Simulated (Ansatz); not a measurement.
## How far is PAW off for Hg?

```yaml
crystal:
  lattice:
    - [1.74730, 1.00880, 2.23400]
    - [-1.74730, 1.00880, 2.23400]
    - [0.00000, -2.01761, 2.23400]
  atoms:
    - { symbol: Hg, position: [0.00000, 0.00000, 0.00000] }
```

The geometry is COD entry 1541226, unchecked; take it as a test cell. The listed cell was then made from it by scaling, straining or moving an atom.

No spin–orbit coupling, which matters for the heavy atoms here.

Methods: DFT, LDA, PAW with Ansatz's default frozen-core files, scalar-relativistic (Ansatz 0.2.0); DFT, LDA, all-electron PAW with datasets made for the crystal, scalar-relativistic (Ansatz 0.2.0); DFT, LDA, all-electron LAPW, scalar-relativistic (Ansatz 0.2.0).

For PAW: a Γ-centred 12×12×12 k mesh, Fermi–Dirac smearing of 0.03 eV, cutoff 420 eV, no spin polarisation; the PAW files were made with PBE, and the program remakes their frozen cores for this functional. The crystal-made all-electron datasets (AE datasets) take a cutoff of 260 eV at this cell. LAPW targets a basis error of 0.5 meV/atom. The Ansatz runs share mesh, smearing and spin set-up. Plane-wave (PAW) pressures include the program's estimate of the Pulay term.

Stress and pressure are positive in compression.

The change that made this cell: equal xx and yy strain of +1 %.

Spin–orbit coupling is left out, which moves gradients at and beside heavy atoms by some per cent and at worst by a factor of two.

In a metal, gradients converge slowly with the k mesh: the values move by tens of per cent from one mesh to another, at times in sign, so only the comparison on one mesh counts.

```json
{"quantity": "pressure (GPa)", "PAW": "-2.27", "AE datasets": "-2.27", "LAPW": "-2.27"}
{"quantity": "stress xx (GPa)", "PAW": "-1.80", "AE datasets": "-1.80", "LAPW": "-1.80"}
{"quantity": "stress zz (GPa)", "PAW": "-3.21", "AE datasets": "-3.20", "LAPW": "-3.20"}
{"quantity": "field gradient Vzz at Hg (10²¹ V/m²)", "PAW": "-11.72", "AE datasets": "-11.65", "LAPW": "–"}
```

PAW's pressure differs from the LAPW value by about 0.01 GPa or less.
